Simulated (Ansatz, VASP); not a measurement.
## Two plane-wave programs on MgS (Niningerite)

```
CELL_PARAMETERS angstrom
0.00000 2.54819 2.63391
2.54819 0.00000 2.63391
2.54819 2.54819 0.00000
ATOMIC_POSITIONS crystal
Mg 0.00000 0.00000 0.00000
S 0.50000 0.50000 0.50000
```

Change from the starting cell: epitaxial_xy strain -2.0%.

Alike in both runs: task single point; functional PBE; k mesh 8 × 8 × 8; occupations fermi-dirac, width 0.02 eV; no spin polarisation.

```csv
,VASP,Ansatz
version,VASP 6.6.1,Ansatz 0.2.0
potentials or method,"VASP PAW PBE potentials, release 64 (Mg, S)","plane waves, PAW"
plane-wave cutoff (eV),520,420
valence electrons in the cell,8,16
```

Ansatz gave:

```
gap on the k mesh at the Fermi level (eV)       : 2.71
pressure (GPa)                                  : 3.8
largest component of the traceless stress (GPa) : 2.62
```

What did VASP give for the same quantities?

gap on the k mesh at the Fermi level (eV): 2.70; pressure (GPa): 3.5; largest component of the traceless stress (GPa): 2.61.

The functional is the same, so the differences come from potentials, cutoffs and numerics. The two sets of potentials don't hold the same shells in valence.

A k mesh can miss the band edges.
